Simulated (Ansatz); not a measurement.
Isolated molecules relaxed with PBE0-D4/def2-TZVP in Ansatz; ΔE leaves out vibrations. CCSD(T)/CBS adds triple-zeta CCSD(T) − MP2 to the extrapolated MP2 energy (def2 sets, frozen cores). This one scheme is used for every species. DFT in def2-TZVPP. B3LYP here is the variant with VWN-RPA as its local correlation; programs differ in this. Elements past krypton have def2 core potentials. For Te outer-core shells are correlated without core-valence functions, which leaves a few kJ/mol of doubt a bond. Each species was taken in one conformer, which may not be the lowest.

Consider the formal exchange of groups at a Te–C bond: `OB(O)[Te]C(F)(F)F` + `CCC` → `CC(C)[Te]B(O)O` + `FC(F)F`.

CCSD(T)/CBS gives -7.1 kcal/mol.

**Question.** Another level gave -6.1 kcal/mol. Which?
A. HF/def2-TZVPP
B. B3LYP/def2-TZVPP
C. MP2/def2-TZVPP
D. B2PLYP/def2-TZVPP

**Answer.** A. HF/def2-TZVPP -6.1, MP2/def2-TZVPP -9.9, B3LYP -2.1, B2PLYP -4.8 kcal/mol.

Largest T1 diagnostic among the species: 0.013.

In def2-TZVPP, CCSD(T) changes the Hartree–Fock value by −1.4 kcal/mol (the triples alone add −0.2 kcal/mol) and MP2 by −3.8 kcal/mol. From PBE to PBE0 (25 % exact exchange), in def2-TZVPP and without D4, ΔE moves by −1.8 kcal/mol.

CCSD(T)/CBS has its own doubt, a few kJ/mol and more with outer-core shells, so smaller differences from it don't rank the levels.
